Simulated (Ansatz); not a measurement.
# SnO: the cost of one run

Method: DFT PBEsol, scalar-relativistic, plane waves, PAW, in Ansatz 0.2.0.

1 further run of the same task is left out (set aside as unsound or not needed).

### Step 1. The system as given

The structure is tetragonal, space group P4/nmm (No. 129). Conventional cell: a = 3.802 Å, b = 3.802 Å, c = 4.836 Å, α = 90.00°, β = 90.00°, γ = 90.00°. Around Sn (site symmetry 4mm) lie 4 O at 2.22 Å. O (site symmetry -4m2) has 4 Sn at 2.22 Å as nearest neighbours.

Coordinates:

```
CELL_PARAMETERS angstrom
3.80200 0.00000 0.00000
0.00000 3.80200 0.00000
0.00000 0.00000 4.83600
ATOMIC_POSITIONS crystal
Sn 0.00000 0.50000 0.23850
Sn 0.50000 0.00000 0.76150
O 0.00000 0.00000 0.00000
O 0.50000 0.50000 0.00000
```

The structure comes from the Crystallography Open Database.

### Step 2. A change within a subgroup

What differs from the listed cell: strain xx, yy, zz, yz, xz, xy = +1.1, +1.1, +3.0, -1.6, +1.6, -4.0 %; atoms moved by 0.10 Å root mean square, at most 0.12 Å.

input.yaml reads:

```yaml
crystal:
  lattice:
    - [3.84538082, -0.15208, 0.06132626]
    - [-0.15208, 3.84538082, -0.06132626]
    - [0.07800468, -0.07800468, 4.98088656]
  atoms:
    - { symbol: Sn, position: [-0.0138655876, 0.5138655876, 0.2254493308] }
    - { symbol: Sn, position: [0.5215506394, -0.0215506394, 0.7663957503] }
    - { symbol: O, position: [-0.0198628777, -0.012177826, 0.0040774595] }
    - { symbol: O, position: [0.512177826, 0.5198628777, 0.0040774595] }
basis:
  ecutwfc: 420
kpoints:
  mp_grid: { grid: [10, 10, 8] }
hamiltonian:
  xc: pbesol
scf:
  occupations: { method: gaussian, width: 0.1 }
output:
  forces: true
  stress: true
  eigenvalues: true
```

Started as:

```
$ ansatz run input.yaml --threads 1 --pin off --max-ram 1331MiB --backend cpu --events-out ev --progress --plain --runs-dir out
```

What time and memory should one allow on 1 thread of an x86-64 CPU, shared host?

About 58 s, with a peak of 0.63 GiB.
